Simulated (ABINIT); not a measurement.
## Nb in ABINIT: convergence with pawecutdg

Crystal: Nb.

```
Nb
1.0
    -1.66395    1.66395    1.66395
     1.66395   -1.66395    1.66395
     1.66395    1.66395   -1.66395
Nb
1
Direct
  0.00000 0.00000 0.00000
```

```yaml
Program: ABINIT 10.8.3 (patched build)
Task: single point
Functional: LDA
Potentials_or_basis: JTH PAW LDA v2.0
Cutoff: 435 eV
k_mesh: 11 × 11 × 11
Occupations: fermi-dirac, width 0.1 eV
Spin: no spin polarisation
```

These are the settings of the first run; the series varies pawecutdg, with any setting tied to it.

Hardware: 1 thread of Arm Neoverse V1, on a shared host.

| pawecutdg | energy less the tightest run, at zero smearing (meV/atom) | SCF cycles | CPU time (s) | peak memory (GiB) |
| --- | --- | --- | --- | --- |
| 16 Ha | 0.06 | 8 | 5.2 | 0.07 |
| 19.2 | 0.06 | 8 | 5.2 | 0.07 |
| 24 | 0.04 | 8 | 5.2 | 0.07 |
| 28.8 | 0.03 | 8 | 5.2 | 0.07 |
| 35.2 | 0.01 | 8 | 5.3 | 0.07 |
| 43.2 | 0.01 | 8 | 5.3 | 0.08 |
| 52.8 | 0.00 | 8 | 5.6 | 0.08 |

Against the tightest run, the energy stays within 1 meV/atom from 16 Ha on. The tightest run that finished is the yardstick and may itself not be fully converged.
